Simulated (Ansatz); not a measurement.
# SnO: the cost of one run

Computed with Ansatz 0.2.0 (DFT PBE, scalar-relativistic, plane waves, PAW, unless a step's input says otherwise).

2 further runs of the same task are left out: 1 that didn't finish, 1 set aside as unsound or not needed.

### 1 The starting structure

It takes space group P4/nmm (No. 129, tetragonal). The conventional cell has a = 3.802 Å, b = 3.802 Å, c = 4.836 Å, α = 90.00°, β = 90.00°, γ = 90.00°. Around Sn (site symmetry 4mm) lie 4 O at 2.22 Å. O (site symmetry -4m2) has 4 Sn at 2.22 Å as nearest neighbours.

Coordinates:

```
CELL_PARAMETERS angstrom
3.80200 0.00000 0.00000
0.00000 3.80200 0.00000
0.00000 0.00000 4.83600
ATOMIC_POSITIONS crystal
Sn 0.00000 0.50000 0.23850
Sn 0.50000 0.00000 0.76150
O 0.00000 0.00000 0.00000
O 0.50000 0.50000 0.00000
```

Source of the structure: the Crystallography Open Database.

### 8 Plan of the scan

The energy is mapped over two normal modes frozen in (zone-centre modes of the cell shown).

The axes are (1) amplitude of mode 4 (105 cm⁻¹), largest displacement: 7 values from −0.250 Å; (2) amplitude of mode 5 (105 cm⁻¹), largest displacement: 7 values from −0.250 Å.

Nothing else is relaxed (the cell and all other modes fixed). Energies count from the relaxed high-symmetry cell. Points are written as (first, second).

Displacement patterns for an amplitude of 1 (Å):

| atom | x1 | y1 | z1 | x2 | y2 | z2 |
| --- | --- | --- | --- | --- | --- | --- |
| Sn1 | 1.000 | 0.000 | 0.000 | 0.000 | 1.000 | 0.000 |
| Sn2 | -1.000 | 0.000 | 0.000 | 0.000 | -1.000 | 0.000 |
| O3 | -0.106 | 0.000 | 0.000 | 0.000 | 0.106 | 0.000 |
| O4 | 0.106 | 0.000 | 0.000 | 0.000 | -0.106 | 0.000 |

(The set-up runs are not shown.)

### 9 The run at (−0.250 Å, −0.250 Å)

input.yaml reads:

```yaml
crystal:
  lattice:
    - [3.8672772812, 0.0, 0.0]
    - [0.0, 3.8672772812, 0.0]
    - [0.0, 0.0, 5.0679375214]
  atoms:
    - { symbol: Sn, position: [-0.0646449638, 0.4353550362, 0.2286909982] }
    - { symbol: Sn, position: [0.5646449638, 0.0646449638, 0.7713090018] }
    - { symbol: O, position: [0.0068811044, -0.0068811044, 0.0] }
    - { symbol: O, position: [0.4931188956, 0.5068811044, 0.0] }
basis:
  ecutwfc: 520.0
kpoints:
  mp_grid: { grid: [10, 10, 8] }
hamiltonian:
  xc: pbe
scf:
  occupations: { method: gaussian, width: 0.05 }
output:
  forces: true
  stress: true
  eigenvalues: true
```

Launch:

```
$ ansatz run input.yaml --threads 1 --pin off --max-ram 2048MiB --backend cpu --events-out ev --progress --plain --runs-dir out
```

What time and memory should one allow on 1 thread of Intel Xeon Platinum 8488C (Sapphire Rapids), shared host?

About 18 s, with a peak of 0.68 GiB.
